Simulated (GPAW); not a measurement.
Runs of GPAW 26.7.0 on NiO. Symmetry: Fm-3m, No. 225, cubic system. The conventional cell has a = 4.172 Å, b = 4.172 Å, c = 4.172 Å, α = 90.00°, β = 90.00°, γ = 90.00°. Ni (site symmetry m-3m) is surrounded by 6 O at 2.09 Å. O (site symmetry m-3m) is surrounded by 6 Ni at 2.09 Å. 

```csv
level,U,gap on the mesh (eV),pressure (GPa),moment (μB)
r2SCAN+U,Ni d U = 5 eV,2.87,10.5,2.00
r2SCAN+U,Ni d U = 6 eV,3.00,11.0,2.00
r2SCAN+U,Ni d U = 4 eV,2.72,(b),2.00
r2SCAN+U,Ni d U = 8 eV,(c),11.8,2.00
r2SCAN+U,Ni d U = 3 eV,2.56,9.6,2.00
r2SCAN+U,Ni d U = 1 eV,(a),8.7,2.00
r2SCAN+U,Ni d U = 2 eV,1.99,9.1,2.00
r2SCAN,-,0.72,8.4,2.00
```

Alike in all rows: task band structure; potentials or basis GPAW PAW data sets (gpaw-data 1.2.1), pw; spin collinear, ferromagnetic start; cell as given; k mesh 8 × 8 × 8; cutoff (eV) 800; smearing fermi-dirac 0.05 eV.

Problem. Fill in the values left out.

Solution. (a) 1.36; (b) 10.1; (c) 3.23.

Caveats: the stock nickel data set gives pressures a few GPa off other programs; the PAW data sets were made with another functional, which shifts forces and pressure a little; a cell with one magnetic atom can't hold antiferromagnetic order, which such compounds often take.

